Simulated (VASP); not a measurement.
Write the native input for VASP 6.6.1 that does the following.

```
Task                   : band structure
Functional             : r2SCAN
Potentials or basis    : VASP PAW PBE potentials, release 64 (Ga_d, As)
Cutoff                 : 520 eV
k mesh                 : 10 × 10 × 10
Occupations            : gaussian, width 0.03 eV
Spin                   : no spin polarisation
Further INCAR settings : ALGO = Normal; EDIFF = 1e-06; NBANDS = 16
```

The structure of GaAs lies in POSCAR:

```
GaAs                                    
1.0
    0.0000000000      2.8751155360      2.8751155360
    2.8751155360      0.0000000000      2.8751155360
    2.8751155360      2.8751155360      0.0000000000
  Ga              As            
     1     1
Direct
     0.0000000000000000    0.0000000000000000    0.0000000000000000
     0.2500000000000000    0.2500000000000000    0.2500000000000000
```

One way to write it, as run:

INCAR

```
  ALGO = Normal
  EDIFF = 1E-6
  ENCUT = 520
  ISIF = 2
  ISMEAR = 0
  LASPH = T
  LCHARG = F
  LMIXTAU = T
  LREAL = F
  LWAVE = F
  METAGGA = R2SCAN
  NBANDS = 16
  NELM = 80
  PREC = Accurate
  SIGMA = 0.03
```

KPOINTS

```
k-points
0
Gamma
  10 10 10
```

KPOINTS_OPT

```
explicit points
159
Reciprocal
 0.0000000000  0.0000000000  0.0000000000 1
 0.0357142857  0.0000000000  0.0357142857 1
 0.0714285714  0.0000000000  0.0714285714 1
 0.1071428571  0.0000000000  0.1071428571 1
 0.1428571429  0.0000000000  0.1428571429 1
 0.1785714286  0.0000000000  0.1785714286 1
[... 151 lines left out ...]
 0.4250000000  0.0000000000  0.4250000000 1
 0.4500000000  0.0000000000  0.4500000000 1
```

Potentials or basis: VASP PAW PBE potentials, release 64 (Ga_d, As).

Command:

```sh
$ cat potpaw_PBE.64/Ga_d/POTCAR potpaw_PBE.64/As/POTCAR > POTCAR
$ mpirun -np 1 vasp_std > vasp.out
```

Results of the run:

* Pressure: -2.8 GPa
* Band gap on the k mesh: 0.59 eV, direct
* Band gap along the path: 0.59 eV, direct

Caveat: the PAW data sets were made with another functional, which shifts forces and pressure a little.

Run time: 4.6 min on 1 thread of Intel(R) Xeon(R) Platinum 8488C (Sapphire Rapids), with other jobs on the host, peak memory 0.19 GiB.
